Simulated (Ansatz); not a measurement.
The system is TiO2 (Anatase).

```xyz
6
Lattice="-1.8921 1.8921 4.7573 1.8921 -1.8921 4.7573 1.8921 1.8921 -4.7573" Properties=species:S:1:pos:R:3 pbc="T T T"
Ti    0.0000    1.8921    2.3786
Ti    0.0000    0.0000    0.0000
O     0.0000    0.0000    7.5346
O     0.0000    1.8921    0.3987
O     0.0000    1.8921    4.3586
O     0.0000    0.0000    1.9800
```

Base run:

| Quantity | Value |
| --- | --- |
| Program | Ansatz 0.2.0 |
| Functional | PBE |
| Potentials or basis | Ansatz PAW |
| Cutoff | 420 eV (not typed: the program's choice for these potentials) |
| k mesh | 10 × 10 × 10 |
| Occupations | fermi-dirac, width 0.05 eV |
| Spin | no spin polarisation |
| Hubbard terms | Ti d U = 8 eV |

Its results: band gap on the k mesh 3.36 eV, indirect (least direct gap 3.75 eV); pressure 12.7 GPa; largest force 0.041 eV/Å.

Question: The run is repeated on the same cell with these changes: hubbard terms from Ti d U = 8 eV to Ti d U = 5 eV. What comes out?

Answer: Band gap on the k mesh 2.81 eV, indirect (least direct gap 3.17 eV); pressure 9.5 GPa; largest force 0.055 eV/Å.

Caveats: the density of states is complete only up to the lowest level of the last band computed.

A k mesh can miss the band edges.
